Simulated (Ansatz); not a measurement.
A run of Ansatz 0.2.0 is set up as follows.

Contents of input.yaml:

```yaml
crystal:
  lattice:
    - [-0.04177394, 1.95346746, 2.18363431]
    - [2.02129817, 0.08375225, 2.05810812]
    - [2.13229252, 1.93893562, -0.02724211]
  atoms:
    - { symbol: Au, position: [0.0, 0.0, 0.0] }
kpoints:
  mp_grid: { grid: [11, 12, 11] }
scf:
  occupations: { method: fermi_dirac, width: 0.05 }
hamiltonian:
  xc: pbe
  pseudopotentials: { kind: all_electron, lapw: { basis_error: 0.001 } }
output:
  forces: true
  stress: true
  eigenvalues: true
  populations: true
```

Potentials or basis: all-electron LAPW, scalar-relativistic.

Run with:

```console
$ ansatz run input.yaml --threads 1 --pin off --max-ram 3072MiB --backend cpu --events-out ev --progress --plain --runs-dir out
```

(1) Estimate the band gap on the k mesh.

(2) Estimate the pressure.

Results:

(1) none (metal or under the smearing width).

(2) 10.0 GPa.
